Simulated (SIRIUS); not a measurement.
AlN under changes of volume

One of the cells (10.660 Å³/atom); the others are scaled copies at fixed shape and fractional positions:

```
Al N
1.0
     3.13362    0.00000    0.00000
    -1.56681    2.71379    0.00000
     0.00000    0.00000    5.01399
Al N
2 2
Direct
  0.66667 0.33333 0.50000
  0.33333 0.66667 0.00000
  0.66667 0.33333 0.88000
  0.33333 0.66667 0.38000
```

* Program: SIRIUS 7.10.0
* Functional: PBE
* Potentials or basis: PseudoDojo 0.4.1 PBE standard (scalar relativistic)
* Cutoff: 1152 eV
* Density cutoff: 4606 eV
* k mesh: 10 × 10 × 6
* Occupations: fermi-dirac, width 0.05 eV
* Spin: no spin polarisation

| volume (Å³/atom) | energy over the lowest point (meV/atom) | pressure (GPa) | gap on the mesh (eV) | largest force (eV/Å) |
| --- | --- | --- | --- | --- |
| 9.824 | 41.76 | 17.8 | 4.77 | 0.181 |
| 10.033 | 22.07 | 12.5 | 4.58 | 0.163 |
| 10.242 | 8.95 | 7.7 | 4.40 | 0.146 |
| 10.660 | 0.00 | -0.6 | 4.05 | 0.116 |
| 10.869 | ? | ? | ? | ? |
| 11.078 | 10.70 | -7.4 | 3.72 | 0.089 |

**Question.** What does the run at 10.869 Å³/atom give?

**Answer.** Energy over the lowest point 3.13 meV/atom; pressure -4.2 GPa; gap on the mesh 3.88 eV; largest force 0.102 eV/Å.

Worked out: A Birch-Murnaghan fit of order 3 (a polynomial in V^(-2/3)) to the other rows has its minimum at 10.63 Å³/atom with B0 = V·E''(V) = 194 GPa and B' = 3.9 at fixed shape and positions, which overstates the stiffness. It gives 3.13 meV/atom at 10.869 Å³/atom, against the run's 3.13, and -dE/dV = -4.2 GPa, against -4.2. A straight line through the other rows of the gap, of slope -8.73 eV per unit of ln V, gives 3.88 eV, against the run's 3.88.

Energies are extrapolated to zero smearing.

A mesh can miss the band edges.
